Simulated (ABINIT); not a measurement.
CsSnBr3: single point with PBEsol

**What was measured.**

From “Influence of hidden halogen mobility on local structure of CsSn(Cl1−xBrx)3 mixed-halide perovskites by solid-state NMR”, 2020, pmc:8179406, for a powder of CsSnBr3 at 300 K: band gap 1.79 eV (optical).

The system is CsSnBr3.

```xyz
5
Lattice="5.8390 0.0000 0.0000 0.0000 5.8390 0.0000 0.0000 0.0000 5.8390" Properties=species:S:1:pos:R:3 pbc="T T T"
Cs    0.0000    0.0000    0.0000
Sn    2.9195    2.9195    2.9195
Br    0.0000    2.9195    2.9195
Br    2.9195    2.9195    0.0000
Br    2.9195    0.0000    2.9195
```

The cell is a database's computed one.

```json
{"Program": "ABINIT 10.8.3 (patched build)", "Task": "single point", "Functional": "PBEsol", "Potentials or basis": "JTH PAW PBE v2.0", "Cutoff": "599 eV", "k mesh": "6 × 6 × 6", "Occupations": "fermi-dirac, width 0.05 eV", "Spin": "no spin polarisation"}
```

```json
{
 "Pressure": "-0.9 GPa",
 "Band gap on the k mesh": "0.42 eV, direct",
 "Valence electrons inside the program's atomic spheres": "Cs 5.36; Sn 11.74; Br 4.92"
}
```

Levels at points of the mesh, in eV from the valence-band top:
```tsv
k point	band 19	band 20	band 21	band 22	band 23	band 24	band 25	band 26
(0.00, 0.00, 0.00)	-2.98	-2.85	-2.85	-2.85	2.14	3.24	3.24	3.87
(0.50, 0.00, 0.00)	-3.12	-2.97	-2.97	-1.99	1.43	3.61	4.22	4.30
(0.50, 0.50, 0.00)	-3.24	-3.24	-2.49	-0.97	0.97	0.97	3.88	4.35
(0.50, 0.50, 0.50)	-2.47	-2.47	-2.47	0.00	0.42	0.42	0.42	3.64
```

It took 2.1 min on 1 thread of Arm Neoverse V2, on a shared host, peak memory 0.3 GiB.

Against the measured gap of CsSnBr3, 1.79 eV (optical; 300 K; powder; “Influence of hidden halogen mobility on local structure of CsSn(Cl1−xBrx)3 mixed-halide perovskites by solid-state NMR”, 2020, pmc:8179406), the calculated 0.42 eV is off by -1.37 eV. So large a miss can be the level of theory's own, or it may mean another phase, state or a wrong row. Spin-orbit coupling on Br, Cs, Sn is left out. The value is that of PBEsol on a finite k mesh, which can miss the band edges, without temperature or zero-point motion. Semilocal functionals fall short of measured gaps as a rule. The cell is a database's relaxed one, not the measured one, which moves gaps too.

Caveat: the PAW data sets were made with another functional, which shifts forces and pressure a little; spin-orbit coupling is left out, which moves the levels of the heavy elements.
